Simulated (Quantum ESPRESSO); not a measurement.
A run of Quantum ESPRESSO 7.5 is set up as follows.

pw.in

```
&CONTROL
  calculation = 'scf'
  prefix = 'pwscf'
  outdir = './tmp'
  pseudo_dir = './pseudo'
  tprnfor = .true.
  tstress = .true.
  disk_io = 'low'
/
&SYSTEM
  ibrav = 0
  celldm(1) = 8
  nat = 4
  ntyp = 2
  ecutwfc = 96
  nbnd = 33
  occupations = 'smearing'
  smearing = 'gaussian'
  degauss = 0.00367493
  nspin = 2
  starting_magnetization(1) = 0.3333
  starting_magnetization(2) = 0
/
&ELECTRONS
  conv_thr = 1.6d-07
  electron_maxstep = 100
  mixing_beta = 0.7
  mixing_ndim = 20
/
ATOMIC_SPECIES
Mn    54.9380 Mn.upf
O     15.9990 O.upf
CELL_PARAMETERS alat
  0.7964487416811   0.0000000000000   0.0000000000000
 -0.3982243696595   0.6897448434659   0.0000000000000
  0.0000000000000   0.0000000000000   1.2721397267869
ATOMIC_POSITIONS crystal
Mn     0.3333333333    0.6666666667    0.0109600000
Mn     0.6666666667    0.3333333333    0.5109600000
O      0.3333333333    0.6666666667    0.3754700000
O      0.6666666667    0.3333333333    0.8754700000
K_POINTS automatic
6 6 4 0 0 0
HUBBARD {ortho-atomic}
U Mn-3d 3.0
```

Contents of pp_density.in:

```
&INPUTPP
  prefix = 'pwscf'
  outdir = './tmp'
  filplot = 'density.dat'
  plot_num = 0
/
&PLOT
  nfile = 1
  filepp(1) = 'density.dat'
  iflag = 3
  output_format = 6
  fileout = 'density.cube'
/
```

The input pp_potential.in:

```
&INPUTPP
  prefix = 'pwscf'
  outdir = './tmp'
  filplot = 'potential.dat'
  plot_num = 11
/
&PLOT
  nfile = 1
  filepp(1) = 'potential.dat'
  iflag = 3
  output_format = 6
  fileout = 'potential.cube'
/
```

pp_spin.in

```
&INPUTPP
  prefix = 'pwscf'
  outdir = './tmp'
  filplot = 'spin.dat'
  plot_num = 6
/
&PLOT
  nfile = 1
  filepp(1) = 'spin.dat'
  iflag = 3
  output_format = 6
  fileout = 'spin.cube'
/
```

pp_elf.in

```
&INPUTPP
  prefix = 'pwscf'
  outdir = './tmp'
  filplot = 'elf.dat'
  plot_num = 8
/
&PLOT
  nfile = 1
  filepp(1) = 'elf.dat'
  iflag = 3
  output_format = 6
  fileout = 'elf.cube'
/
```

Potentials or basis: PseudoDojo 0.4.1 SR LDA standard.

Launch:

```bash
$ OMP_NUM_THREADS=1 mpirun -n 2 pw.x -nk 2 -in pw.in > pw.out
$ OMP_NUM_THREADS=1 mpirun -n 1 pp.x -in pp_density.in > pp_density.out
$ OMP_NUM_THREADS=1 mpirun -n 1 pp.x -in pp_potential.in > pp_potential.out
$ OMP_NUM_THREADS=1 mpirun -n 1 pp.x -in pp_spin.in > pp_spin.out
$ OMP_NUM_THREADS=1 mpirun -n 1 pp.x -in pp_elf.in > pp_elf.out
```

Problem. What does it give for the band gap on the k mesh?

Solution. 0.08 eV, direct.

Problem. Estimate the net moment.

Solution. 10.00 μB per cell.

Problem. What does it give for the pressure?

Solution. -0.4 GPa.

Eigenvalues of the final occupation matrices:
| site | spin | trace | eigenvalues |
| --- | --- | --- | --- |
| Mn 1 3d | 1 | 4.96 | 0.98 0.99 0.99 1.00 1.00 |
| Mn 1 3d | 2 | 0.31 | 0.04 0.04 0.08 0.08 0.09 |
| Mn 2 3d | 1 | 4.96 | 0.98 0.99 0.99 1.00 1.00 |
| Mn 2 3d | 2 | 0.31 | 0.04 0.04 0.08 0.08 0.09 |

Caveat: only a ferromagnetic start was run, and an antiferromagnetic order may lie lower in energy. The state reached can hang on the start; a lower one may exist.
